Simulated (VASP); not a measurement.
Set up this calculation in VASP 6.6.1, as the native input.

- Task: single point
- Functional: LDA
- Potentials or basis: VASP PAW LDA potentials, release 64 (Sc_sv)
- Cutoff: 520 eV
- k mesh: 8 × 8 × 11
- Occupations: fermi-dirac, width 0.1 eV
- Spin: no spin polarisation
- Dipole correction: no
- Further INCAR settings: ALGO = Normal; EDIFF = 1e-06; NBANDS = 24

The structure of Sc lies in POSCAR:

```
Sc
1.0
    5.0363043967      0.0000000000      0.0000000000
   -2.5181521983      4.3615675487      0.0000000000
    0.0000000000      0.0000000000      3.1758580648
Sc
3
Direct
    0.0000000000      1.0000000000      0.0000000000
    0.3333333333      0.6666666667      0.5000000000
    0.6666666667      0.3333333333      0.5000000000
```

This isn't the form of Sc at room conditions, which is hcp.

One way to write it, as run:

INCAR

```
SYSTEM = Sc
PREC     = Accurate       ! precision mode
ENCUT    = 520            ! plane-wave cutoff, eV
EDIFF    = 1E-6           ! SCF threshold, eV
ISMEAR   = -1             ! smearing method
SIGMA    = 0.1            ! smearing width, eV
LREAL    = .FALSE.        ! projectors in reciprocal space
LASPH    = .TRUE.         ! aspherical terms in the spheres
NELM     = 100            ! most SCF steps
ALGO     = Normal         ! electronic algorithm
ISIF     = 2              ! what is computed and relaxed
LWAVE    = .FALSE.        ! write WAVECAR
LCHARG   = .FALSE.        ! write CHGCAR
GGA      = CA             ! functional
NBANDS   = 24             ! bands
```

KPOINTS

```
regular mesh
0
G
  8 8 11
  0 0 0
```

Potentials or basis: VASP PAW LDA potentials, release 64 (Sc_sv).

Run with:

```bash
$ cat potpaw_LDA.64/Sc_sv/POTCAR > POTCAR
$ mpirun -np 1 vasp_std > vasp.out
```

It gave:

| Property | Result |
| --- | --- |
| Pressure | -2.1 GPa |
| Band gap on the k mesh | none (metal or under the smearing width) |

It took 2.5 min on 1 thread of AMD EPYC 7R43 64-Core Processor (Zen 3) (shared host), peak memory 0.16 GiB.
